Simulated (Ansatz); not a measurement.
Runs of Ansatz 0.2.0 on GaSb. The structure is cubic, space group F-43m (No. 216). Conventional cell: a = 6.118 Å, b = 6.118 Å, c = 6.118 Å, α = 90.00°, β = 90.00°, γ = 90.00°. Sb (site symmetry -43m) is surrounded by 4 Ga at 2.65 Å. Around Ga (site symmetry -43m) lie 4 Sb at 2.65 Å. 

```tsv
task	level	spin	cell	k mesh	cutoff (eV)	smearing	points for each segment of the path	mesh quality	gap on the mesh (eV)	pressure (GPa)	relaxed volume (Å³/atom)
band structure	LDA	SOC, no magnetisation	as given	6 × 6 × 6	420	fermi-dirac 0.05 eV	14	not flagged	none	(a)	-
electric field gradients	r2SCANh+D4	off	as given	4 × 4 × 4	500	fermi-dirac 0.1 eV	-	coarse	0.96	-0.7	-
relaxation of cell and atoms	LDA	off	relaxed	8 × 8 × 8	420	fermi-dirac 0.05 eV	-	not flagged	-	0.0	27.68
relaxation of cell and atoms	HF	off	relaxed	4 × 4 × 4	420	fermi-dirac 0.05 eV	-	coarse	6.02	0.0	30.26
band structure	PBEsol	off	as given	8 × 8 × 8	420	fermi-dirac 0.05 eV	14	not flagged	none	(b)	-
```

Alike in all rows: potentials or basis Ansatz PAW.

**Question.** Estimate the missing entries.

**Answer.** (a) -1.6; (b) -0.2.

Caveats: some runs use coarse meshes; the PAW data sets come from PBE, with cores solved anew for the run's functional, which leaves a small shift of forces and pressure; spin-orbit coupling is left out, which moves the levels of the heavy elements (some runs); this crystal is a semiconductor, whose small gap the functional closes, so the metal is an error of the method (some runs); the plane-wave basis is chosen anew once the cell has moved, so the energies of steps on either side of that aren't comparable (some runs); the thresholds are loose for stress (some runs).

A k mesh can miss the band edges, and rows without SOC leave out spin-orbit coupling on Ga, Sb.

A gap of «none» marks a metal or a gap under the smearing width.

Runs at the PBE level aren't shown here.
